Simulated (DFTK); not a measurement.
Crystal: GaAs.

```
CELL_PARAMETERS angstrom
0.00000 2.82685 2.82685
2.82685 0.00000 2.82685
2.82685 2.82685 0.00000
ATOMIC_POSITIONS crystal
As 0.75000 0.75000 0.75000
Ga 0.00000 0.00000 0.00000
```

Base run:

| Quantity | Value |
| --- | --- |
| Program | DFTK 0.8.2 |
| Functional | r2SCAN |
| Potentials or basis | SG15 1.2 (PBE) |
| Cutoff | 1225 eV |
| k mesh | 5 × 5 × 5 |
| Occupations | fermi-dirac, width 0.05 eV |
| Spin | no spin polarisation |

Its results: band gap on the k mesh 0.59 eV, direct.

**Question.** The run is repeated on the same cell with these changes: functional from r2SCAN to BJ06. What comes out?

**Answer.** Band gap on the k mesh 0.30 eV, direct.

Caveats: the program warned that the kinetic-energy density falls under its von Weizsäcker bound, which can give unphysical results (some runs); the program leaves the constant c of mgga_x_tb09 at 1, so the potential is Becke-Johnson's (BJ06) and not Tran and Blaha's, with levels but no total energy (some runs).

Not every run made on this cell is shown here.
